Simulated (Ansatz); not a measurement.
# Rb: the cost of one run

Computed with Ansatz 0.2.0 (DFT PBE+D3(BJ), scalar-relativistic, plane waves, PAW, unless a step's input says otherwise).

3 further runs of the same task are left out: 3 set aside as unsound or not needed.

### Step 1. The starting structure

Symmetry: R-3m, No. 166, trigonal system. Conventional cell: a = 4.966 Å, b = 4.966 Å, c = 36.188 Å, α = 90.00°, β = 90.00°, γ = 120.00°.

As a file:

```cif
data_structure
_symmetry_space_group_name_H-M 'R-3m:H'
_symmetry_Int_Tables_number 166
_cell_length_a 4.9662
_cell_length_b 4.9662
_cell_length_c 36.1882
_cell_angle_alpha 90.000
_cell_angle_beta 90.000
_cell_angle_gamma 120.000
_cell_volume 772.93
loop_
_atom_site_label
_atom_site_type_symbol
_atom_site_symmetry_multiplicity
_atom_site_Wyckoff_symbol
_atom_site_fract_x
_atom_site_fract_y
_atom_site_fract_z
_atom_site_occupancy
Rb1 Rb 3 a 0.00000 0.00000 0.00000 1
Rb2 Rb 6 c 0.00000 0.00000 0.77780 1
```

It goes back to an entry of the Materials Project, which need not be the stable form.

This cell was relaxed beforehand with the same method: volume 85.88 Å³/atom, gap on the mesh none (metal).

### Step 2. Plan of the line

The energy is mapped over volume and the cell's shape.

- volume per atom: 5 values from 75.6 to 96.2 Å³
- c/a of the conventional cell: 5 values from 6.46 to 8.22

Nothing else is relaxed (fractional coordinates fixed). Energies count from the relaxed crystal. Points are written as (first, second).

### Step 3. Point (75.6 Å³, 8.22)

input.yaml

```yaml
crystal:
  lattice:
    - [2.2857496117, 1.3196781537, 12.5271269388]
    - [-2.2857496117, 1.3196781537, 12.5271269388]
    - [0.0, -2.6393563073, 12.5271269388]
  atoms:
    - { symbol: Rb, position: [0.0, 0.0, 0.0] }
    - { symbol: Rb, position: [0.7777983933, 0.7777983933, 0.7777983933] }
    - { symbol: Rb, position: [0.2222016067, 0.2222016067, 0.2222016067] }
basis:
  ecutwfc: 420
kpoints:
  mp_grid: { grid: [12, 12, 12] }
hamiltonian:
  xc: pbe
  dispersion: d3bj
scf:
  occupations: { method: gaussian, width: 0.15 }
output:
  forces: true
  stress: true
  eigenvalues: true
  write_density: true
  write_potential: true
  elf: true
  volumetric_format: npy
```

Launch:

```bash
$ ansatz run input.yaml --threads 1 --pin off --max-ram 2048MiB --backend cpu --events-out ev --progress --plain --runs-dir out
```

What time and memory should one allow on 1 thread of Arm Neoverse V2, shared host?

About 36 s, with a peak of 0.8 GiB.
